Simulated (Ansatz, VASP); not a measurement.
One calculation of SnO, two programs

File INCAR:

```
SYSTEM = SnO
ALGO = Normal
EDIFF = 1E-6
ENCUT = 520
GGA = PS
ISIF = 2
ISMEAR = 0
LASPH = .True.
LCHARG = .False.
LREAL = .False.
LWAVE = .False.
NBANDS = 28
NELM = 80
PREC = Accurate
SIGMA = 0.01
```

File KPOINTS:

```
k-points
0
Gamma
  8 6 8
  0 0 0
```

File POSCAR:

```
SnO
1.0
    3.3550050000      0.0000000000      0.0000000000
    0.0000000000      5.6741040000      0.0000000000
    0.0000000000      0.0000000000      4.2219700000
Sn O
2 2
Direct
    0.0000000000      0.2319089992      0.5131439991
    0.5000000000      0.7680910008      0.0131439991
    0.0000000000      0.8912500000      0.7368570004
    0.5000000000      0.1087500000      0.2368570004
```

Input for Ansatz:

```yaml
crystal:
  lattice:
    - [3.355005, 0.0, 0.0]
    - [0.0, 5.674104, 0.0]
    - [0.0, 0.0, 4.22197]
  atoms:
    - { symbol: Sn, position: [0.0, 0.23190899920057864, 0.513143999128369] }
    - { symbol: Sn, position: [0.5, 0.7680910007994214, 0.013143999128368984] }
    - { symbol: O, position: [0.0, 0.8912500000000001, 0.7368570004050242] }
    - { symbol: O, position: [0.5, 0.10875, 0.2368570004050242] }
kpoints:
  mp_grid:
    grid: [8, 6, 8]
hamiltonian:
  xc: pbesol
scf:
  occupations:
    method: fixed
output:
  stress: true
```

The cell comes from a database or a generator and needn't be the stable form of this composition.

Alike in both runs: task single point; functional PBEsol; k mesh 8 × 6 × 8; no spin polarisation.

```csv
,VASP,Ansatz
version,VASP 6.6.1,Ansatz 0.2.0
potentials or method,"VASP PAW PBE potentials, release 64 (Sn_d, O)","plane waves, PAW"
plane-wave cutoff (eV),520,420
occupations,"gaussian, width 0.01 eV",fixed
valence electrons in the cell,40,40
```

Ansatz gave:

* pressure (GPa): -3.1
* largest component of the traceless stress (GPa): 0.65

Estimate VASP's values.

pressure (GPa): -2.9; largest component of the traceless stress (GPa): 0.62.

Caveats: the PAW data sets were made with another functional, which shifts forces and pressure a little (VASP); spin-orbit coupling is left out, which moves the levels of the heavy elements. A k mesh can miss the band edges. PBEsol gaps usually lie below the measured ones, often by a third to a half.
